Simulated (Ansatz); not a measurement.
Wanted: an ASE script for an Ansatz 0.2.0 run.

```yaml
Task: band structure
Functional: BLYP
Dispersion: D4
Potentials_or_basis: JTH PAW
Cutoff: 1080 eV
Density_cutoff: 6480 eV
k_mesh: 11 × 11 × 6
Occupations: tetrahedron
Spin: no spin polarisation
Driver: chain
Path: "[[\"G\", \"M\", \"K\", \"G\", \"A\", \"L\", \"H\", \"A\"], [\"L\", \"M\"], [\"K\", \"H\"]]"
Points_for_each_segment_of_the_path: 14
```

The structure of Zn lies in Zn.cif:

```cif
data_Zn
_cell_length_a 2.55861820
_cell_length_b 2.55861820
_cell_length_c 4.75883820
_cell_angle_alpha 90.00000000
_cell_angle_beta 90.00000000
_cell_angle_gamma 120.00000000
_space_group_name_H-M_alt 'P1'
_space_group_name_Hall 'P 1'
_space_group_IT_number 1
loop_
_space_group_symop_operation_xyz
'x,y,z'
loop_
_atom_site_label
_atom_site_type_symbol
_atom_site_symmetry_multiplicity
_atom_site_Wyckoff_symbol
_atom_site_fract_x
_atom_site_fract_y
_atom_site_fract_z
_atom_site_occupancy
Zn1 Zn 1 a 0.6666666667 0.3333333333 0.7500000000 1
Zn2 Zn 1 a 0.3333333333 0.6666666667 0.2500000000 1
```

The cell isn't the ideal one: volume scaled by 0.88.

These files were run (other wordings do the same):

run.py

```python
import json

import ase.io
import numpy as np

import ansatz as az

atoms = ase.io.read("Zn.cif")
atoms.info.pop("occupancy", None)

calculation = (
    az.Crystal.from_ase(atoms)
    .calculation()
    .kpoints(11, 11, 6)
    .functional("blyp", dispersion="d4")
    .pseudopotentials(kind="paw", source="jth")
    .scf(extra_bands=6)
    .occupations(method="tetrahedron")
    .band_structure(path=(((0.0, 0.0, 0.0), (0.5, 0.0, 0.0), (0.3333333333, 0.3333333333, 0.0), (0.0, 0.0, 0.0),
        (0.0, 0.0, 0.5), (0.5, 0.0, 0.5), (0.3333333333, 0.3333333333, 0.5), (0.0, 0.0, 0.5)), ((0.5, 0.0, 0.5),
        (0.5, 0.0, 0.0)), ((0.3333333333, 0.3333333333, 0.0), (0.3333333333, 0.3333333333, 0.5))), intervals=14)
    .fat_bands()
    .forces()
    .stress()
)
outcome = calculation.run(threads=2, events_out="events.jsonl")

report = outcome.report
for line in open("events.jsonl"):
    event = json.loads(line)
    if event["event"] == "scf_iter":
        d = event["data"]
        print(f"SCF {d['iter']:3d}  HF = {d['harris_foulkes_ev']:.6f} eV  dr2 = {d['dr2_ev']:.2e} eV")
    elif event["event"] in ("relax_step", "md_step"):
        d = event["data"]
        print(f"{event['event']} {d['step']:3d}  E = {d['lagrangian_ev']:.6f} eV")
np.set_printoptions(precision=5, suppress=True, linewidth=110)
print("converged:", report["converged"], "after", report["n_iterations"], "iterations")
print(f"free energy {report['free_energy_ev']:.6f} eV, Fermi level {report['fermi_energy_ev']:.4f} eV")
for key in ("band_edges_ev", "magnetization_mub", "site_moments_mub", "site_moments_nc_mub", "forces_ev_ang",
                "stress_gpa"):
    if report.get(key) is not None:
        print(key, np.array(report[key]), sep="\n")
```

Potentials or basis: JTH PAW.

Run with:

```console
$ python run.py
```

It gave:

```yaml
Pressure: 10.5 GPa
Band_gap_on_the_k_mesh: none (metal or under the smearing width)
```

Caveat: the potentials were made for another functional, which shifts forces and pressure; pairwise dispersion overbinds metals, which lowers pressure and volume; with tetrahedron occupations forces and stress needn't match the slope of the energy.

Run time: 9.8 s on 2 threads of Arm Neoverse V1 (shared host), peak memory 0.55 GiB.
